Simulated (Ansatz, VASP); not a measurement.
**Ta: VASP beside Ansatz**

```
Ta
1.0
     2.84101    0.00000    0.00000
    -0.94700    2.67853    0.00000
     0.00000    0.00000   23.95903
Ta
4
Cartesian
  0.9470 1.3393 8.5000
  0.0000 0.0000 10.8197
  0.9470 1.3393 13.1313
  0.0000 0.0000 15.3494
```

Alike in both runs: functional PBEsol; k mesh 11 × 11 × 1; occupations gaussian, width 0.1 eV; no spin polarisation.

Ansatz relaxed the structure, and its values are those at the end. VASP's run is a single point on that final structure, the one shown.

```csv
,VASP,Ansatz
version,VASP 6.6.1,Ansatz 0.2.0
potentials or method,"VASP PAW PBE potentials, release 64 (Ta_pv)","scalar-relativistic, plane waves, PAW"
plane-wave cutoff (eV),520,420
valence electrons in the cell,44,52
```

Ansatz gave:

* gap on the k mesh at the Fermi level (eV): none
* rms of the force components (eV/Å): 0.217

Which values does VASP return?

gap on the k mesh at the Fermi level (eV): none; rms of the force components (eV/Å): 0.218.

A gap of «none» marks a metal or a gap that the smearing closes. The two sets of potentials don't hold the same shells in valence.

Caveats: the PAW data sets were made with another functional, which shifts forces and pressure a little (VASP). The runs have no spin-orbit coupling, so splittings on Ta are missing.
